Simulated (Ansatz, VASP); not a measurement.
Two plane-wave programs on Rh

```
CELL_PARAMETERS angstrom
2.69174 0.00000 0.00000
-1.34587 2.33112 0.00000
0.00000 0.00000 8.79807
ATOMIC_POSITIONS crystal
Rh 0.00000 0.00000 0.00000
Rh 0.33333 0.66667 0.25000
Rh 0.00000 0.00000 0.50000
Rh 0.66667 0.33333 0.75000
```

This isn't the form of Rh at room conditions, which is fcc.

Alike in both runs: task single point; functional PBEsol; k mesh 9 × 9 × 3; occupations fermi-dirac, width 0.1 eV; no spin polarisation.

|  | VASP | Ansatz |
| --- | --- | --- |
| version | VASP 6.6.1 | Ansatz 0.2.0 |
| potentials or method | VASP PAW PBE potentials, release 64 (Rh_pv) | plane waves, PAW |
| plane-wave cutoff (eV) | 520 | 420 |
| valence electrons in the cell | 60 | 68 |

Ansatz gave:

* gap on the k mesh at the Fermi level (eV): none
* pressure (GPa): -5.3
* largest component of the traceless stress (GPa): 1.07

Question: What did VASP give for the same quantities?

Answer: gap on the k mesh at the Fermi level (eV): none; pressure (GPa): -5.4; largest component of the traceless stress (GPa): 1.08.

A gap of «none» marks a metal or a gap that the smearing closes. The two sets of potentials don't hold the same shells in valence.

Caveats: the PAW data sets were made with another functional, which shifts forces and pressure a little (VASP).
